**Q:** The crystal is lonsdaleite, hexagonal carbon with four neighbours around each atom. What is being moved, and which way is plus?

**A:** One of the four atoms in the cell moves along a bond, together with its copies in all other cells, while the rest stay put. Positive displacement shortens that bond and negative displacement lengthens it. Energy change is counted from the undisturbed cell.

Carbon (P6_3/mmc, 4 atoms a cell, a = 2.499, c = 4.161 Å, 5.62 Å³ an atom), with one atom moved towards a neighbour 1.534 Å away and all else fixed. The runs used Ansatz 0.2.0 with plane-wave PAW, scalar-relativistic PBEsol, no spin polarisation, a 420 eV cutoff, a 12×12×6 k mesh and 0.05 eV Gaussian smearing. Energies are free energies; pressure is positive in compression.

| displacement (Å) | energy change (eV a cell) | force along direction (eV/Å summed over the moved atoms) | pressure (GPa) | gap on mesh (eV) |
| --- | --- | --- | --- | --- |
| -0.2 | 0.604 | 5.184 | 4.91 | 0.372 |
| -0.16 | 0.409 | 4.557 | 3.31 | 0.971 |
| -0.12 | 0.242 | 3.727 | 1.92 | 1.558 |
| -0.08 | 0.113 | 2.693 | 0.85 | 2.114 |
| -0.04 | 0.030 | 1.452 | 0.18 | 2.622 |
| 0 | 0.000 | 0.000 | 0.01 | 3.054 |
| 0.08 | 0.137 | -3.573 | 1.62 | 2.808 |
| 0.12 | 0.322 | -5.720 | 3.65 | 2.623 |
| 0.16 | 0.598 | -8.134 | 6.69 | 2.395 |
| 0.2 | 0.976 | -10.843 | 10.89 | 2.123 |

**Q:** Which costs more, squeezing the bond or stretching it?

**A:** Squeezing. At 0.2 Å it takes 0.976 eV against 0.604 eV for stretching, about 62 % more. At 0.08 Å the excess is only about 21 %, so the lopsidedness fades near the rest position. Crowded electron clouds repel ever more steeply, whereas the pull of a stretched bond still grows here, but by less with each step.

**Q:** Can I separate the spring from the lopsidedness?

**A:** Compare equal steps either way. The average of the two energies is the spring part, and half their difference is the lopsided part. From 0.08 to 0.2 Å the distance grows 2.5 times. The spring part grows 6.3 times, close to the square of 2.5, and the lopsided part about 16 times, close to the cube. The pairs at these two distances thus behave as a spring with a cubic correction; the output after this text lists the sums.

**Q:** But squeezing one bond stretches the other three. Why doesn't the lopsidedness cancel?

**A:** In an ideal tetrahedron, each of the other three bonds lengthens by about a third of the displacement. Three thirds balance one whole, so equal pulls from the four bonds would cancel at the rest position. For the cubic term, however, each third counts as 1/27, so the three together offset only a ninth of the squeezed bond's share. This counting is a geometrical argument that leaves out sideways motion. In rock salt, an ion has identical neighbours on opposite sides, and symmetry removes the cubic term altogether.

**Q:** Then why does the pressure rise both ways? I thought stretching a bond would make the cell pull inwards.

**A:** The spring part dominates here too, and it doesn't care about the sign of the displacement. What matters is how the stored energy changes when the whole cell expands. If expansion softens the spring enough, the distorted crystal can lower its energy by growing, so it pushes outwards.

Write the stored energy as E = ½kx², with stiffness k and displacement x. When the volume V grows by 1 %, every length grows by a third of a per cent, and x² by two thirds. With constant k the energy would rise, and the pressure at 0.2 Å would be about −3.8 GPa. The calculation gives an average rise of +7.9 GPa for the two directions, so k must fall on expansion.

**Q:** By how much?

**A:** At 0.2 Å the average energy is 0.79 eV in a cell of 4 × 5.62 = 22.5 Å³. That is an energy density of 0.035 eV/Å³, or 5.6 GPa. The pressure is 7.9/5.6 = 1.4 times as large, which means that the energy falls by 1.4 % for each per cent of expansion. Add back the two thirds, and the stiffness falls by about 2.1 %.

The pair at 0.08 Å gives nearly the same value, as it should if the spring picture holds. A vibration frequency goes as the square root of stiffness, so it would fall by about 1 % for each per cent of volume. This is the Grüneisen parameter, here for a constrained path rather than a true vibration. Averaging hides the remaining difference between squeezing and stretching: 10.89 against 4.91 GPa at 0.2 Å.

**Q:** The gap also falls both ways, but very unevenly. Is that the same physics?

**A:** It is related through the geometry. Stretching by 0.2 Å costs 2.7 eV of gap, squeezing only 0.9 eV. A longer bond has a smaller splitting between its bonding and antibonding levels, and the gap is set by the closest filled and empty levels. One bond is stretched fully in the first case, and three are stretched slightly in the second. That is my reading of the trend; the orbitals at the band edges would have to confirm it.

**Q:** Which digits would you defend in a report?

**A:** For energies, the comparison between directions, and the second decimal as a result of this functional and these settings only. The PAW datasets were made for PBE, not PBEsol, and the effect of that wasn't tested. The lopsided part at 0.08 Å is only 0.012 eV, so rounding already touches its second figure. For gaps, I would defend the trend but not the absolute values, because PBEsol makes gaps too small and the k mesh can miss the true band edges. I would first repeat the most stretched row with spin polarisation: its gap is only 0.37 eV, and the calculation forced all electrons to pair. Whether unpairing would lower its energy is untested.

Output of the analysis:

```
energy at +0.2 over energy at -0.2 (ratio): 1.616
energy at +0.08 over energy at -0.08 (ratio): 1.212
even part of the energy at 0.2 Å (eV): 0.79
odd part of the energy at 0.2 Å (eV): 0.186
growth of the even part from 0.08 to 0.2 Å (ratio): 6.32
square of the distance ratio: 6.25
growth of the odd part from 0.08 to 0.2 Å (ratio): 15.5
cube of the distance ratio: 15.62
energy slope across +0.16 from its two neighbour rows (eV/Å): 8.175
energy slope across -0.16 from its two neighbour rows (eV/Å): -4.525
slope plus computed force at +0.16 (eV/Å): 0.041
slope plus computed force at -0.16 (eV/Å): 0.032
mean pressure rise at plus and minus 0.2 Å (GPa): 7.89
same if stiffness did not depend on volume (GPa): -3.754
percent loss of stiffness per percent of volume, from 0.2 Å: 2.068
percent loss of stiffness per percent of volume, from 0.08 Å: 2.042
Grüneisen-like number, half of the value from 0.2 Å: 1.034
gap lost from 0 to -0.2 Å (eV): 2.682
gap lost from 0 to +0.2 Å (eV): 0.931
Bond to atom 4 and gap slope from the row above:
    row  bond in Å  gap slope in eV/Å
   -0.2      1.734                n/a
  -0.16      1.694              14.97
  -0.12      1.654              14.67
  -0.08      1.614               13.9
  -0.04      1.574               12.7
    0.0      1.534               10.8
   0.08      1.454             -3.075
   0.12      1.414             -4.625
   0.16      1.374               -5.7
    0.2      1.334               -6.8
```
